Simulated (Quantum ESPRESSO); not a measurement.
The system is TiTe2.

```
Te Ti
1.0
     3.77700    0.00000    0.00000
    -1.88850    3.27098    0.00000
     0.00000    0.00000    6.49800
Te Ti
2 1
Cartesian
  0.0000 2.1807 4.7903
  1.8885 1.0903 1.7077
  0.0000 0.0000 0.0000
```

| Property | Result |
| --- | --- |
| Program | Quantum ESPRESSO 7.5 |
| Task | phonons |
| Functional | LDA |
| Potentials or basis | JTH 2.0 LDA |
| Cutoff | 490 eV |
| Density cutoff | 2939 eV |
| k mesh | 8 × 8 × 4 |
| Occupations | methfessel-paxton, width 0.272 eV |
| Spin | no spin polarisation |
| Form of the LDA correlation | PW92 |
| Mixing beta | 0.5 |
| Most SCF iterations | 120 |
| SCF threshold | 6e-10 Ry |

The cell and the atoms were relaxed first, to 24.69 Å³/atom (a = 3.683 Å, b = 3.683 Å, c = 6.306 Å, α = 90.00°, β = 90.00°, γ = 120.00°), and the response was taken there.

```
Te Ti
1.0
     3.68296    0.00000    0.00000
    -1.84148    3.18953    0.00000
     0.00000    0.00000    6.30563
Te Ti
2 1
Direct
  0.33333 0.66667 0.73049
  0.66667 0.33333 0.26951
  0.00000 0.00000 0.00000
```

Q: What is the highest optical frequency at the zone centre?

A: 291 cm⁻¹, a mode of symmetry A2u (IR).

Optical modes at Γ, degenerate ones joined:
```csv
cm⁻¹,components,symmetry,active in
105,2,Eg,Raman
150,1,A1g,Raman
202,2,Eu,IR
291,1,A2u,IR
```

Caveat: the mesh is thin for the phonons of a metal; the cutoff is low for these files, which shifts pressure and relaxed volume; the layers were relaxed without a dispersion term, so their spacing and the soft interlayer modes are unreliable.
